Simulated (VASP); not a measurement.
## Ti: relaxation of cell and atoms with PBE

Crystal: Ti.

```
CELL_PARAMETERS angstrom
2.95000 0.00000 0.00000
-1.47500 2.55477 0.00000
0.00000 0.00000 4.68000
ATOMIC_POSITIONS crystal
Ti 0.33333 0.66667 0.25000
Ti 0.66667 0.33333 0.75000
```

- Program: VASP 6.6.1
- Task: relaxation of cell and atoms
- Functional: PBE
- Potentials or basis: VASP PAW PBE potentials, release 64 (Ti_sv)
- Cutoff: 600 eV
- k mesh: 21 × 21 × 12
- Occupations: fermi-dirac, width 0.05 eV
- Spin: no spin polarisation
- Further INCAR settings: ALGO = Fast; EDIFF = 1e-07; IBRION = 2; EDIFFG = -0.01; NSW = 40; ISIF = 3

```
Relaxed volume                         : 17.36 Å³/atom
Relaxed cell                           : a = 2.937 Å, b = 2.937 Å, c = 4.648 Å, α = 90.00°, β = 90.00°, γ = 120.00°
Space group after relaxing (to 0.05 Å) : P6_3/mmc (No. 194)
Energy gained by relaxing              : 1.6 meV/atom
Ionic steps                            : 6
Pressure after relaxing                : -0.1 GPa
Band gap on the k mesh                 : none (metal or under the smearing width)
```

Step by step:
| step | energy change (eV) | largest force (eV/Å) | pressure (GPa) | volume (Å³) |
| --- | --- | --- | --- | --- |
| 1 | 0.0000 | 0.0000 | -1.82 | 35.27 |
| 2 | -0.0012 | 0.0000 | 1.41 | 34.26 |
| 3 | -0.0032 | 0.0000 | 0.04 | 34.71 |
| 4 | -0.0032 | 0.0000 | -0.04 | 34.72 |
| 5 | -0.0032 | 0.0000 | -0.06 | 34.72 |
| 6 | -0.0032 | 0.0000 | -0.06 | 34.72 |

Final structure:
```
Ti
1.0
     2.93707    0.00000    0.00000
    -1.46853    2.54357    0.00000
     0.00000    0.00000    4.64757
Ti
2
Cartesian
  0.0000 1.6957 1.1619
  1.4685 0.8479 3.4857
```

Levels at points of the mesh, in eV from the Fermi level:
```
           k point  band 8  band 9  band 10  band 11  band 12  band 13  band 14  band 15  band 16
(0.00, 0.00, 0.00)  -32.71   -6.22    -2.69     0.77     0.77     0.77     0.89     1.27     1.27
(0.00, 0.00, 0.50)  -32.76   -4.35    -4.35     0.08     0.08     0.67     0.67     0.67     0.67
```

Wall time 27 min on 1 thread of AMD EPYC 9R45 (Zen 5) (shared host), peak memory 0.31 GiB.
